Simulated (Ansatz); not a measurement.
# SiO2: the cost of one run

Computed with Ansatz 0.2.0 (DFT PBEsol, scalar-relativistic, unless a step's input says otherwise).

### Step 1. The system as given

Symmetry: I-42d, No. 122, tetragonal system. The conventional cell has a = 4.748 Å, b = 4.748 Å, c = 7.488 Å, α = 90.00°, β = 90.00°, γ = 90.00°. Si (site symmetry -4) is surrounded by 4 O at 1.62 Å. O (site symmetry 2) is surrounded by 2 Si at 1.62 Å.

Structure file:

```xyz
6
Lattice="-2.3740 2.3740 3.7440 2.3740 -2.3740 3.7440 2.3740 2.3740 -3.7440" Properties=species:S:1:pos:R:3 pbc="T T T"
Si    0.0000    0.0000    0.0000
Si    0.0000    2.3740    1.8720
O     1.1870    2.9599    2.8080
O     0.5858    1.1870    0.9360
O    -1.1870    1.7882    2.8080
O    -0.5858    3.5611    0.9360
```

Atoms are numbered in the order of the input: Si1, Si2, O3, O4, O5, O6.

### Step 2. After the deformation

Space group I-42d before, I-42d after.

### Step 3. LAPW, all electrons

Input file input.yaml:

```yaml
crystal:
  lattice:
    - [-2.37405, 2.37405, 3.66912]
    - [2.37405, -2.37405, 3.66912]
    - [2.37405, 2.37405, -3.66912]
  atoms:
    - { symbol: Si, position: [0.0, 0.0, 0.0] }
    - { symbol: Si, position: [0.75, 0.25, 0.5] }
    - { symbol: O, position: [0.99838, 0.625, 0.87338] }
    - { symbol: O, position: [0.375, 0.24838, 0.37338] }
    - { symbol: O, position: [0.75162, 0.125, 0.12662] }
    - { symbol: O, position: [0.875, 0.00162, 0.62662] }
kpoints:
  mp_grid: { grid: [7, 7, 7] }
  band_path:
    path:
      - [0.0, 0.0, 0.0]
      - [0.0, 0.0, 0.5]
      - [0.25, 0.25, 0.25]
      - [0.0, 0.5, 0.0]
      - [0.0, 0.0, 0.0]
      - [0.5, 0.5, -0.5]
      - [0.3546636558, 0.6453363442, -0.3546636558]
      - [-0.3546636558, 0.3546636558, 0.3546636558]
      - [0.0, 0.0, 0.0]
    npoints: 5
scf:
  occupations: { method: fermi_dirac, width: 0.03 }
hamiltonian:
  xc: pbesol
  pseudopotentials: { kind: all_electron, lapw: { basis_error: 0.001 } }
output:
  forces: true
  stress: true
  eigenvalues: true
```

Launch:

```bash
$ ansatz run input.yaml --threads 2 --pin off --max-ram 8192MiB --backend cpu --events-out ev --progress --plain --runs-dir out
```

What time and memory should one allow on 2 threads of Intel Xeon Platinum 8375C at 2.90GHz (Ice Lake), shared host?

About 78 s, with a peak of 0.74 GiB.
